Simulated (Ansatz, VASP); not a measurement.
## One calculation of Se, two programs

The input INCAR:

```
SYSTEM = Se
PREC = Accurate ; ENCUT = 520
EDIFF = 1E-6 ; ISMEAR = -1
SIGMA = 0.05 ; LREAL = .False.
LASPH = .True. ; NELM = 80
ALGO = Normal ; ISIF = 2
LWAVE = .False. ; LCHARG = .False.
GGA = CA ; NBANDS = 16
```

KPOINTS

```
regular mesh
0
Gamma
  6 6 4
  0 0 0
```

Contents of POSCAR:

```
Se
1.0
    3.9534579885      0.0000000000      0.0000000000
   -1.9767289943      3.4237950508      0.0000000000
    0.0000000000      0.0000000000      5.1205317866
Se
3
Direct
    0.2543546533      1.0000000000      0.3333333333
    1.0000000000      0.2543546533      0.6666666667
    0.7456453467      0.7456453467      1.0000000000
```

Input for Ansatz:

```yaml
crystal:
  lattice:
    - [3.9534579885, 0.0, 0.0]
    - [-1.9767289943, 3.4237950508, 0.0]
    - [0.0, 0.0, 5.1205317866]
  atoms:
    - { symbol: Se, position: [0.2543546533, 1.0, 0.3333333333] }
    - { symbol: Se, position: [1.0, 0.2543546533, 0.6666666667] }
    - { symbol: Se, position: [0.7456453467, 0.7456453467, 1.0] }
hamiltonian:
  xc: lda
  pseudopotentials:
    kind: paw
    azcp:
      Se: "pseudopotentials/Se.paw.azcp"
basis:
  ecutwfc: 420
  fft_grid_basis: typed
kpoints:
  mp_grid: { grid: [6, 6, 4], shift: [0, 0, 0] }
magnetization:
  spin_polarized: false
scf:
  occupations: { method: fermi_dirac, width: 0.05 }
  lower_state_search: "off"
output:
  stress: true
```

Alike in both runs: task single point; functional LDA; k mesh 6 × 6 × 4; occupations fermi-dirac, width 0.05 eV; no spin polarisation.

|  | VASP | Ansatz |
| --- | --- | --- |
| version | VASP 6.6.1 | Ansatz 0.2.0 |
| potentials or method | VASP PAW LDA potentials, release 64 (Se) | plane waves (420 eV) with PAW, scalar-relativistic |
| plane-wave cutoff (eV) | 520 | 420 |
| valence electrons in the cell | 18 | 48 |

Ansatz gave:

| Quantity | Value |
| --- | --- |
| pressure (GPa) | 0.0 |
| largest component of the traceless stress (GPa) | 0.04 |

Estimate VASP's values.

pressure (GPa): 0.2; largest component of the traceless stress (GPa): 0.07.

The two sets of potentials don't hold the same shells in valence. Ansatz warned: «pseudo_functional_mismatch».
